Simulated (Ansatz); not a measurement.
Relaxed bulk AlN:

```cif
data_structure
_symmetry_space_group_name_H-M 'P 1'
_symmetry_Int_Tables_number 1
_cell_length_a 3.1137
_cell_length_b 3.1137
_cell_length_c 4.9834
_cell_angle_alpha 90.000
_cell_angle_beta 90.000
_cell_angle_gamma 120.000
_cell_volume 41.84
loop_
_atom_site_label
_atom_site_type_symbol
_atom_site_fract_x
_atom_site_fract_y
_atom_site_fract_z
_atom_site_occupancy
Al1 Al 0.33333 0.66667 0.00151 1
Al2 Al 0.66667 0.33333 0.50151 1
N1 N 0.33333 0.66667 0.38349 1
N2 N 0.66667 0.33333 0.88349 1
```

Miller indices refer to the conventional cell of P6_3mc (No. 186), a = 3.114 Å, b = 3.114 Å, c = 4.983 Å, α = 90.00°, β = 90.00°, γ = 120.00°. The bulk's gap is 4.10 eV.

The (100) slab of 10 planes, 11.7 Å thick with 15 Å of vacuum as cut; outer planes AlN (top) and AlN (bottom).

Method: DFT PBEsol, scalar-relativistic, plane waves, PAW in Ansatz 0.2.0. Settings: cutoff 420 eV, Γ-centred mesh 9×6×1 on the computed 20-atom cell, Gaussian smearing of 0.05 eV; no spin polarisation. A dipole correction removes the field between periodic images along c.

With the atoms at the bulk's places:

For the slab as cut, the surface energy (mean of both faces) is 2.83 J/m², the gap of the slab on the mesh is 1.47 eV and the bulk valence band top under the vacuum level is 5.67 eV. The bulk conduction band bottom under the vacuum level is 1.57 eV.

Problem. What changes when all atoms relax within this surface cell and its symmetry?

Solution. The energy falls by 0.513 J/m² a face, and the largest move is 0.29 Å.

```
Surface energy (mean of both faces)                : 2.32 J/m²
Gap of the slab on the mesh                        : 2.75 eV
Bulk valence band top under the vacuum level       : 6.06 eV
Bulk conduction band bottom under the vacuum level : 1.96 eV
```

```
plane (bottom to top) atoms spacing to next, bulk (Å) relaxed (Å) change (%) rumpling (Å)
                    1    AlN                      0.899        0.707       -21.3         0.222
                    2    AlN                      1.798        1.860        +3.5         0.078
                    3    AlN                      0.899        0.872        -3.0         0.040
                    4    AlN                      1.798        1.809        +0.6         0.019
                    5    AlN                      0.899        0.890        -1.0         0.012
                    6    AlN                      1.798        1.809        +0.6         0.012
                    7    AlN                      0.899        0.872        -3.0         0.019
                    8    AlN                      1.798        1.860        +3.5         0.040
                    9    AlN                      0.899        0.707       -21.3         0.078
                   10    AlN                                                             0.222
```

The gap is read on a mesh, which can miss the band edges, so it can be too wide.